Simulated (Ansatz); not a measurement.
Cu: what changed settings do

All trials start from this Ansatz input:

```yaml
crystal:
  lattice:
    - [2.5340966698, 0.0, 0.0]
    - [-1.2670483349, 2.1945920917, 0.0]
    - [0.0, 0.0, 4.112571]
  atoms:
    - { symbol: Cu, position: [0.33333333, 0.66666667, 0.25] }
    - { symbol: Cu, position: [0.66666667, 0.33333333, 0.75] }
basis:
  ecutwfc: 420
kpoints:
  mp_grid: { grid: [6, 6, 4] }
hamiltonian:
  xc: pbe
scf:
  occupations: { method: gaussian, width: 0.1 }
output:
  forces: true
  stress: true
  eigenvalues: true
```

Command:

```bash
ansatz run input.yaml --threads 1 --pin off --max-ram 1331MiB --backend cpu --events-out ev --progress --plain --runs-dir out
```

The run converges in 6 SCF iterations on 21 irreducible k-points: pressure 7.62 GPa, no gap.

The inputs are trials, many of them unsound on purpose. Their numbers show the effect of the settings and aren't properties of the material. Each trial's input is given as a difference from the reference's; energies are extrapolated to zero smearing where there is one, and pressure is positive in compression. Charged cells sit in a uniform background, and their pressures hang on that convention.

Question: Trial 1 (atoms moved):

```diff
 crystal:
   atoms:
-    - { symbol: Cu, position: [0.33333333, 0.66666667, 0.25] }
-    - { symbol: Cu, position: [0.66666667, 0.33333333, 0.75] }
+    - { symbol: Cu, position: [0.3480823739, 0.6525835851, 0.2580696157] }
+    - { symbol: Cu, position: [0.6677990667, 0.3296995077, 0.7459900834] }
```

What does the program give?

Answer: The run converges in 6 SCF iterations on 76 irreducible k-points: energy 6.71 meV per atom above the reference, pressure 7.98 GPa, largest force 0.448 eV/Å, no gap.

Question: Trial 2:

```diff
+total_charge: -0.5
```

How does this run end?

Answer: The run converges in 7 SCF iterations on 21 irreducible k-points: pressure 5.02 GPa (with the neutralising background of the charged cell), no gap.

Question: Trial 3 (left-handed cell):

```diff
 crystal:
   lattice:
-    - [2.5340966698, 0.0, 0.0]
-    - [-1.2670483349, 2.1945920917, 0.0]
-    - [0.0, 0.0, 4.112571]
+    - [-1.2670483349, 2.1945920917, 0.0]
+    - [2.5340966698, 0.0, 0.0]
+    - [0.0, 0.0, 4.112571]
   atoms:
-    - { symbol: Cu, position: [0.33333333, 0.66666667, 0.25] }
-    - { symbol: Cu, position: [0.66666667, 0.33333333, 0.75] }
+    - { symbol: Cu, position: [0.6666666667, 0.3333333333, 0.25] }
+    - { symbol: Cu, position: [0.3333333333, 0.6666666667, 0.75] }
+total_charge: -0.5
 basis:
-  ecutwfc: 420
+  ecutwfc: 250
 hamiltonian:
-  xc: pbe
+  xc: revpbe
 scf:
+  lower_state_search: "off"
+  max_iter: 69
```

How does this run end?

Answer: The run converges in 8 SCF iterations on 21 irreducible k-points: pressure 8.61 GPa (with the neutralising background of the charged cell) (unreliable at so low a cutoff), no gap. It warns that the cutoff lies under the recommended one, 420 eV for these potentials.

Question: Trial 4:

```diff
 scf:
-  occupations: { method: gaussian, width: 0.1 }
+  occupations: { method: methfessel_paxton, width: 0.002 }
 output:
+  dos: { method: smearing }
```

What happens?

Answer: The run converges in 5 SCF iterations on 21 irreducible k-points: energy 1.97 meV per atom above the reference, pressure 7.61 GPa, no gap.